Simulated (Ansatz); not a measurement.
**Ionic part of the dielectric constant of BN at 18 GPa, mode by mode**

Theory: Ansatz 0.2.0, DFT PBEsol, scalar-relativistic, plane waves, PAW. Plane waves to 420 eV; Γ-centred k mesh 12×12×6; fixed occupations. No spin polarisation. Phonons by linear response, acoustic sum rule imposed.

It takes space group P6_3mc (No. 186, hexagonal). The conventional cell has a = 2.504 Å, b = 2.504 Å, c = 4.144 Å, α = 90.00°, β = 90.00°, γ = 120.00°. B (site symmetry 3m) is surrounded by 4 N at 1.54 to 1.55 Å. N (site symmetry 3m) has 4 B at 1.54 to 1.55 Å as nearest neighbours.

The primitive cell has V = 22.51 Å³ and ε∞,zz = 4.708. Each polar mode adds Δε = (4.92064×10⁷/V)·S/ν² along z, with S its oscillator strength in e²/amu, ν in cm⁻¹ and V in Å³.

**Question.** From these modes, find each Δε and ε0,zz.
```tsv
ν (cm⁻¹)	S_zz (e²/amu)
1085.6	1.2
```

**Answer.**
| ν (cm⁻¹) | Δε |
| --- | --- |
| 1085.6 | 2.23 |

The sum is 2.225, so ε0,zz = 6.93; the run's tensor has 6.93.

**Question.** Where do the longitudinal modes lie for a wave vector along z?

**Answer.** At 1317 cm⁻¹. The Lyddane–Sachs–Teller product Π(ν_LO/ν_TO)² = 1.47 matches ε0/ε∞ = 1.47.

This wurtzite form isn't the usual stable structure of the compound at low pressure.